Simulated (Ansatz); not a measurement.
Input and command of a plane-wave DFT calculation in Ansatz:

```yaml
crystal:
  lattice:
    - [-1.46878, 1.46878, 1.96282]
    - [1.46878, -1.46878, 1.96282]
    - [1.46878, 1.46878, -1.96282]
  atoms:
    - { symbol: Ti, position: [0.0, 0.0, 0.0] }
    - { symbol: H, position: [0.75, 0.25, 0.5] }
    - { symbol: H, position: [0.25, 0.75, 0.5] }
basis:
  ecutwfc: 500
kpoints:
  mp_grid: { grid: [20, 20, 20] }
hamiltonian:
  xc: r2scan
scf:
  occupations: { method: gaussian, width: 0.15 }
output:
  forces: true
  stress: true
  eigenvalues: true
```

```bash
ansatz run input.yaml --threads 1 --pin off --max-ram 2560MiB --backend cpu --events-out ev --progress --plain --runs-dir out
```

Processor: Arm Neoverse V1, 1 thread, on a host shared with other jobs.

**Question.** Estimate time, memory and problem size.

**Answer.** About 19 s on 1 thread of Arm Neoverse V1 (shared host), peak memory 0.48 GiB. It solves 11 bands at 641 k points (the mesh reduced by symmetry) with about 427 plane waves, in 6 SCF iterations.
